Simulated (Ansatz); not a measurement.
**CdIn2S4: the band gap up the ladder of functionals**

An exercise on one series of results from a longer session: the logs are not shown, and one member is left open.

Code: Ansatz 0.2.0. PAW datasets, plane waves. No spin polarisation and no zero-point or thermal motion.

## The cell

The cell was relaxed beforehand with r2SCAN.

The symmetry is Fd-3m (No. 227, cubic); a = 10.918 Å in the conventional setting, 23.24 Å³ an atom. Near Cd stand 4 S at 2.54 Å; near In stand 6 S at 2.63 Å; near S stand 1 Cd at 2.54 Å and 3 In at 2.63 Å.

The structure in full:

```xyz
14
Lattice="0.0000 5.4588 5.4588 5.4588 0.0000 5.4588 5.4588 5.4588 0.0000" Properties=species:S:1:pos:R:3 pbc="T T T"
Cd    0.0000    0.0000    0.0000
Cd    2.7294    2.7294    2.7294
In    6.8235    6.8235    6.8235
In    6.8235    4.0941    4.0941
In    4.0941    4.0941    6.8235
In    4.0941    6.8235    4.0941
S     4.1980    4.1980    4.1980
S     9.4491    6.9274    6.9274
S     6.7196    6.7196    4.1980
S     6.9274    9.4491    6.9274
S     4.1980    6.7196    6.7196
S     9.4491    9.4491    9.4491
S     6.7196    4.1980    6.7196
S     6.9274    6.9274    9.4491
```

The first run:

The input, input.yaml:

```yaml
crystal:
  lattice:
    - [0.0, 5.4588167505, 5.4588167505]
    - [5.4588167505, 0.0, 5.4588167505]
    - [5.4588167505, 5.4588167505, 0.0]
  atoms:
    - { symbol: Cd, position: [0.0, 0.0, 0.0] }
    - { symbol: Cd, position: [0.25, 0.25, 0.25] }
    - { symbol: In, position: [0.625, 0.625, 0.625] }
    - { symbol: In, position: [0.125, 0.625, 0.625] }
    - { symbol: In, position: [0.625, 0.625, 0.125] }
    - { symbol: In, position: [0.625, 0.125, 0.625] }
    - { symbol: S, position: [0.3845143204, 0.3845143204, 0.3845143204] }
    - { symbol: S, position: [0.4035429611, 0.8654856796, 0.8654856796] }
    - { symbol: S, position: [0.3845143204, 0.3845143204, 0.8464570389] }
    - { symbol: S, position: [0.8654856796, 0.4035429611, 0.8654856796] }
    - { symbol: S, position: [0.8464570389, 0.3845143204, 0.3845143204] }
    - { symbol: S, position: [0.8654856796, 0.8654856796, 0.8654856796] }
    - { symbol: S, position: [0.3845143204, 0.8464570389, 0.3845143204] }
    - { symbol: S, position: [0.8654856796, 0.8654856796, 0.4035429611] }
kpoints:
  mp_grid: { grid: [4, 4, 4] }
  band_path:
    path:
      - [[0.0, 0.0, 0.0], [0.5, -6.738129991148e-35, 0.5], [0.625, 0.25, 0.625]]
      - [[0.375, 0.375, 0.75], [0.0, 0.0, 0.0], [0.5, 0.5, 0.5], [0.5, 0.25, 0.75], [0.5, -6.738129991148e-35, 0.5]]
    npoints: 10
hamiltonian:
  xc: pbe
scf:
  occupations: { method: fermi_dirac, width: 0.02 }
  n_extra_bands: 7
output:
  forces: true
  stress: true
  eigenvalues: true
  write_density: true
  write_potential: true
  elf: true
  volumetric_format: npy
```

Launch:

```console
> ansatz run input.yaml --threads 4 --pin off --max-ram 7372MiB --backend cpu --events-out ev --progress --plain --runs-dir out
```

Steps of the session up to this table: PBE bands along the symmetry lines; Single point with r2SCAN; HSE06; PBE+SOC at the same geometry; Single point with PBE0; LDA at the same geometry; DDH-PBE0; r2SCAN0.

One table of the session follows, with a row left open; its other results are not shown here.

```
   level  gap (eV)
     PBE      1.20
  r2SCAN      1.77
   HSE06         ?
 PBE+SOC      1.20
    PBE0      2.90
     LDA      0.91
DDH-PBE0      2.12
 r2SCAN0      3.26
```

Q: Estimate the row for HSE06 from the others.

**Answer.** gap (eV): 2.22. In the column «gap (eV)» it lies between DDH-PBE0 (2.12) and PBE0 (2.90).

Meshes: PBE 4×4×4, r2SCAN 4×4×4, HSE06 2×2×2, PBE+SOC 4×4×4, PBE0 2×2×2, LDA 4×4×4, DDH-PBE0 2×2×2, r2SCAN0 2×2×2

What this shows: LDA gives the least gap, 0.91 eV, and r2SCAN0 the largest, 3.26 eV. Against HSE06, PBE is short by 1.02 eV, at 54 % of it, and r2SCAN 79 %. PBE0 lies 0.68 eV above HSE06, which differs from it by screening the long-range exchange.

Caveats from the session: Warnings in the runs' records: stress scf threshold loose, stress exchange threshold loose.
